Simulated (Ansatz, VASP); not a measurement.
# HfC: 3 runs at one level of theory

The starting cell:

```xyz
2
Lattice="0.0000 2.3250 2.3250 2.3250 0.0000 2.3250 2.3250 2.3250 0.0000" Properties=species:S:1:pos:R:3 pbc="T T T"
Hf    2.3250    2.3250    2.3250
C     0.0000    0.0000    0.0000
```

Alike in all runs: task relaxation of cell and atoms; functional revPBE; dispersion D3(BJ); k mesh 10 × 10 × 10; occupations fermi-dirac, width 0.05 eV; no spin polarisation; no spin-orbit coupling.

| program and potentials | plane-wave cutoff (eV) | notes | equilibrium volume (Å³/atom) |
| --- | --- | --- | --- |
| Ansatz, Ansatz PAW | 420 | potentials made for PBE, which Ansatz adapts in part; 15 valence electrons an atom on average | 12.26 |
| VASP, PBE PAW files C, Hf_pv, 600 eV | 600 | potentials made for PBE; 7 valence electrons an atom on average | 12.23 |
| Ansatz, all-electron LAPW, scalar-relativistic | - | - | 12.26 |

The equilibrium volume spans 12.23 (VASP, PBE PAW files C, Hf_pv, 600 eV) to 12.26 Å³/atom (Ansatz, Ansatz PAW), with all-electron results at 12.26. Some sets were made for another functional than the one run, which can shift their rows. Relaxations stop with a little pressure left, so the last digit of a volume isn't settled.

The functional is the same throughout but for its coding, so the spread measures potentials, basis and numerics; runs on potential files found faulty are left out.

The three volumes nearly coincide, and the Ansatz PAW run reproduces the all-electron value of 12.26 Å³/atom. HfC is a forgiving case for this comparison: overlap of Hf 5d with C 2p states gives strong, partly ionic covalent bonds, and with four valence electrons from each atom the bonding states are essentially filled while the antibonding ones stay nearly empty. The resulting lattice is very stiff, so a small error in pressure from a potential or basis hardly moves the volume. The filled Hf 4f shell takes little part in bonding, which probably helps the smaller valence space to suffice. The slightly lower VASP value can't be assigned to that space alone, since the construction of the potentials differs too.

All three volumes fall somewhat below experiment, although revPBE alone tends to expand lattices. The likely cause is the dispersion term, whose pairwise attraction lacks the electronic screening of a dense, conducting carbide. Agreement between the codes therefore supports their numerics, not the accuracy of the functional with its dispersion correction.
